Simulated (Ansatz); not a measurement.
# PbF2: the cost of one run

Program: Ansatz 0.2.0. Level of theory: DFT PBE with spin–orbit coupling, plane waves, PAW. These are calculated values, not measurements.

1 further run of the same task is left out (set aside as unsound or not needed).

## 1. The system as given

Symmetry: Fm-3m, No. 225, cubic system. Conventional cell: a = 5.998 Å, b = 5.998 Å, c = 5.998 Å, α = 90.00°, β = 90.00°, γ = 90.00°. Around Pb (site symmetry m-3m) lie 8 F at 2.60 Å. Around F (site symmetry -43m) lie 4 Pb at 2.60 Å.

Structure file:

```cif
data_structure
_symmetry_space_group_name_H-M 'P 1'
_symmetry_Int_Tables_number 1
_cell_length_a 4.2412
_cell_length_b 4.2412
_cell_length_c 4.2412
_cell_angle_alpha 60.000
_cell_angle_beta 60.000
_cell_angle_gamma 60.000
_cell_volume 53.94
loop_
_atom_site_label
_atom_site_type_symbol
_atom_site_fract_x
_atom_site_fract_y
_atom_site_fract_z
_atom_site_occupancy
Pb1 Pb 0.00000 0.00000 0.00000 1
F1 F 0.25000 0.25000 0.25000 1
F2 F 0.75000 0.75000 0.75000 1
```

An earlier run at PBE with spin–orbit coupling left this cell at 17.981 Å³/atom and 0.00 GPa (8×8×8 mesh).

The changes: atom 2 (F) moved 0.08 Å along x; strain e6 = -0.01, atoms carried along.

## 2. Atom 2 (F) moved 0.08 Å along x

input.yaml reads:

```yaml
crystal:
  lattice:
    - [0.0, 2.9989697818, 2.9989697818]
    - [2.9989697818, 0.0, 2.9989697818]
    - [2.9989697818, 2.9989697818, 0.0]
  atoms:
    - { symbol: Pb, position: [0.0, 0.0, 0.0] }
    - { symbol: F, position: [0.2366620863, 0.2633379137, 0.2633379137] }
    - { symbol: F, position: [0.75, 0.75, 0.75] }
basis:
  ecutwfc: 420
  ecutrho_ratio: 4
kpoints:
  mp_grid: { grid: [8, 8, 8] }
hamiltonian:
  xc: pbe
scf:
  occupations: { method: gaussian, width: 0.05 }
output:
  forces: true
  stress: true
  eigenvalues: true
  populations: true
  write_density: true
  write_potential: true
  elf: true
  volumetric_format: npy
magnetization:
  noncollinear: true
  spin_orbit: true
```

On the command line:

```bash
$ ansatz run input.yaml --threads 4 --pin off --max-ram 7168MiB --backend cpu --events-out ev --progress --plain --runs-dir out
```

What time and memory should one allow on 4 threads of Arm Neoverse V2, shared host?

About 14 s, with a peak of 0.71 GiB.
